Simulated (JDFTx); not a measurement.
## PbS (Galena) under changes of volume

One of the cells (26.086 Å³/atom); the others are scaled copies at fixed shape and fractional positions:

```
CELL_PARAMETERS angstrom
0.00000 2.96575 2.96575
2.96575 0.00000 2.96575
2.96575 2.96575 0.00000
ATOMIC_POSITIONS crystal
Pb 0.00000 0.00000 0.00000
S 0.50000 0.50000 0.50000
```

| Property | Result |
| --- | --- |
| Program | JDFTx 1.7.0 (patched build) |
| Functional | PBEsol |
| Potentials or basis | PseudoDojo-SR-PBEsol-0.4.1-standard with smoothed tails |
| Cutoff | 762 eV |
| Density cutoff | 6095 eV |
| k mesh | 8 × 8 × 8 |
| Occupations | fermi-dirac, width 0.05 eV |
| Spin | no spin polarisation |

```csv
volume (Å³/atom),energy over the lowest point (meV/atom),pressure (GPa),gap on the mesh (eV)
24.521,?,?,?
25.042,3.38,1.7,0.10
25.564,0.00,0.4,0.18
26.086,0.69,-0.8,0.26
26.607,5.06,-1.9,0.33
27.129,12.75,-2.8,0.40
27.651,23.41,-3.7,0.46
```

Task: What does the run at 24.521 Å³/atom give?

Result: Energy over the lowest point 11.19 meV/atom; pressure 3.1 GPa; gap on the mesh 0.01 eV.

Worked out: A Birch-Murnaghan fit of order 3 (a polynomial in V^(-2/3)) to the other rows has its minimum at 25.73 Å³/atom with B0 = V·E''(V) = 60 GPa and B' = 4.2. It gives 11.29 meV/atom at 24.521 Å³/atom, against the run's 11.19, and -dE/dV = 3.2 GPa, against 3.1.

Energies are extrapolated to zero smearing.

Caveats: spin-orbit coupling is left out, which as a rule narrows the gap of such compounds by several tenths of an eV.

A mesh can miss the band edges.
